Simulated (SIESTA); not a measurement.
Runs of SIESTA 5.4.2 on TiCo. It takes space group Pm-3m (No. 221, cubic). Conventional cell: a = 2.986 Å, b = 2.986 Å, c = 2.986 Å, α = 90.00°, β = 90.00°, γ = 90.00°. Co (site symmetry m-3m) is surrounded by 8 Ti at 2.59 Å. Ti (site symmetry m-3m) has 8 Co at 2.59 Å as nearest neighbours. The cell comes from a database or a generator and needn't be the stable form of this composition.

```csv
fixed moment (μB),pressure (GPa),moment (μB)
3.0,11.3,3.00
2.0,(a),2.00
1.0,-0.9,1.00
4.0,20.2,4.00
```

Alike in all rows: task single point; level PBE; potentials or basis PseudoDojo 0.4 standard (PBE files), DZP (energy shift 0.003 Ry; two zetas on semicore shells); spin collinear, ferromagnetic start; cell as given; k mesh 9 × 9 × 9; smearing fermi-dirac 0.05 eV; grid cutoff 800 Ry; energy shift 0.003 Ry.

Q: Estimate the missing entries.

A: (a) 3.9.

Caveats: short orbitals over semicore shells can move pressures by several GPa; the basis of atomic orbitals isn't converged, which shifts pressures, moduli and gaps; the total moment is fixed, so each spin has its own Fermi level; the moment is held away from its start (some runs).
